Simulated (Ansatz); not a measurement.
# Moving the Hubbard U on Nb d in NbP

The structure is tetragonal, space group I4_1md (No. 109). The conventional cell has a = 3.350 Å, b = 3.350 Å, c = 11.480 Å, α = 90.00°, β = 90.00°, γ = 90.00°. Nb (site symmetry 2mm) is surrounded by 6 P at 2.55 Å. Around P (site symmetry 2mm) lie 6 Nb at 2.55 Å.

The cell is a database's computed one, not the measured one.

Kept alike: task band structure; functional LDA; k mesh 11 × 11 × 11; occupations fermi-dirac, width 0.05 eV; no spin polarisation. Program: Ansatz, Ansatz PAW, cutoff 420 eV. The mesh is that of the run's cell of 4 atoms. No spin-orbit coupling.

| Hubbard U on Nb d, U (eV) | pressure (GPa) |
| --- | --- |
| 0 | -9.35 |
| 1 | -8.99 |
| 2 | -8.59 |
| 3 | -8.17 |
| 4 | -7.69 |
| 5 | ? |
| 6 | -6.01 |

Pressure is positive in compression, with a Pulay correction for the finite cutoff. U acts here on a shell without spin polarisation. For a metal such a mesh leaves the last digits unconverged. How U acts hangs on the program's projectors. All rows use potentials made for PBE. U is the effective U - J on orthogonalised atomic projectors. Double counting: fully localised limit (the default).

Question: Fit the rows shown and predict the run at 5 eV.

Answer: A least-squares cubic through the rows shown is pressure = 0.011594 U³ - 0.04816 U² + 0.4292 U - 9.359 (largest miss 0.024); at U = 5 it gives -6.97 GPa. The run gave: pressure -7.11 GPa.
